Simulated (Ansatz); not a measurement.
BeO (wurtzite)

```yaml
crystal:
  lattice:
    - [2.69285, 0.00000, 0.00000]
    - [-1.34642, 2.33208, 0.00000]
    - [0.00000, 0.00000, 4.37286]
  atoms:
    - { symbol: Be, position: [0.66667, 0.33333, 0.00147] }
    - { symbol: Be, position: [0.33333, 0.66667, 0.50147] }
    - { symbol: O, position: [0.66667, 0.33333, 0.62373] }
    - { symbol: O, position: [0.33333, 0.66667, 0.12373] }
```

The slice is a (0001) plane (indices of the conventional cell) through the point (0.333, 0.667, 0.124) (fractional), spanned by u = [110] and v = [1 -1 0] in vectors of this cell: u (2.69 Å) and v (4.66 Å, at 90° to u). It covers one period; positions are fractions (u, v).

Computed with PBEsol (plane waves to 420 eV, PAW, scalar-relativistic; Ansatz, a first-principles code). k mesh 14×14×8. These are valence fields of a PAW run, semicore shells included where kept as valence: close to a nucleus they are smooth pseudo fields. BeO was relaxed with its symmetry unable to fall.

### Question
Predict the map of the density of the highest valence band (whole band, smooth part) on the slice.

### Answer
| v \ u | 0.00 | 0.14 | 0.29 | 0.43 | 0.57 | 0.71 | 0.86 |
|---|---|---|---|---|---|---|---|
| 0.92 | 0.279 | 0.249 | 0.089 | 0.028 | 0.028 | 0.089 | 0.249 |
| 0.83 | 0.091 | 0.068 | 0.038 | 0.019 | 0.019 | 0.038 | 0.068 |
| 0.75 | 0.012 | 0.012 | 0.018 | 0.031 | 0.031 | 0.018 | 0.012 |
| 0.67 | 0.001 | 0.009 | 0.042 | 0.107 | 0.107 | 0.042 | 0.009 |
| 0.58 | 0.006 | 0.025 | 0.132 | 0.288 | 0.288 | 0.132 | 0.025 |
| 0.50 | 0.016 | 0.048 | 0.220 | 0.146 | 0.146 | 0.220 | 0.048 |
| 0.42 | 0.021 | 0.049 | 0.163 | 0.284 | 0.284 | 0.163 | 0.049 |
| 0.33 | 0.016 | 0.027 | 0.051 | 0.084 | 0.084 | 0.051 | 0.027 |
| 0.25 | 0.034 | 0.024 | 0.014 | 0.012 | 0.012 | 0.014 | 0.024 |
| 0.17 | 0.122 | 0.074 | 0.021 | 0.003 | 0.003 | 0.021 | 0.074 |
| 0.08 | 0.295 | 0.230 | 0.060 | 0.010 | 0.010 | 0.060 | 0.230 |
| 0.00 | 0.003 | 0.287 | 0.108 | 0.023 | 0.023 | 0.108 | 0.287 |

Values: density of the highest valence band (whole band, smooth part) in e/Å³.
